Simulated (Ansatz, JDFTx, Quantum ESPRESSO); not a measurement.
## One calculation of GaP, 3 ways

```
Ga P
1.0
     0.00000    2.72525    2.72525
     2.72525    0.00000    2.72525
     2.72525    2.72525    0.00000
Ga P
1 1
Cartesian
  0.0000 0.0000 0.0000
  4.0879 4.0879 4.0879
```

Alike in all runs: task equation of state; functional PBEsol; k mesh 8 × 8 × 8; occupations fermi-dirac, width 0.05 eV; no spin polarisation; no spin-orbit coupling.

```csv
program and potentials,plane-wave cutoff (eV),notes,equilibrium volume (Å³/atom),bulk modulus (GPa)
"Ansatz, all-electron LAPW, scalar-relativistic",-,-,20.10,85.0
"Quantum ESPRESSO, PseudoDojo 0.4.1 SR PBEsol standard",1088,-,20.12,84.7
"JDFTx, PseudoDojo-SR-PBEsol-0.4.1-standard",1088,-,20.12,84.7
```

The equilibrium volume spans 20.10 (Ansatz, all-electron LAPW, scalar-relativistic) to 20.12 Å³/atom (JDFTx, PseudoDojo-SR-PBEsol-0.4.1-standard), with all-electron results at 20.10. The bulk modulus spans 84.7 (JDFTx, PseudoDojo-SR-PBEsol-0.4.1-standard) to 85.0 GPa (Ansatz, all-electron LAPW, scalar-relativistic), with all-electron results at 85.0.

Differences between rows come from potentials, basis sets and numerical settings, since the functional is the same but for its coding. Runs on potential files found faulty are left out.

The two plane-wave codes give the same volume and bulk modulus to the printed digits, and the all-electron calculation differs from them by very little. Because the plane-wave runs share a potential family, their mutual agreement tests the implementations rather than the potentials; the all-electron row provides the test of the potentials. The small remaining offset probably reflects the pseudisation of the cores, though differences in basis or equation-of-state fitting could contribute as much.

The stiffness itself comes from the polar covalent network of GaP, in which sp³ hybrids on gallium and phosphorus form directional bonds that resist compression. The filled Ga 3d shell lies well below the bonding states but still affects the equilibrium volume through its overlap and repulsion with neighbouring charge, so close agreement with the all-electron result suggests that this semicore region is adequately described near equilibrium. Agreement in these two bulk properties does not establish equal accuracy for the band gap or for phases under strong compression.
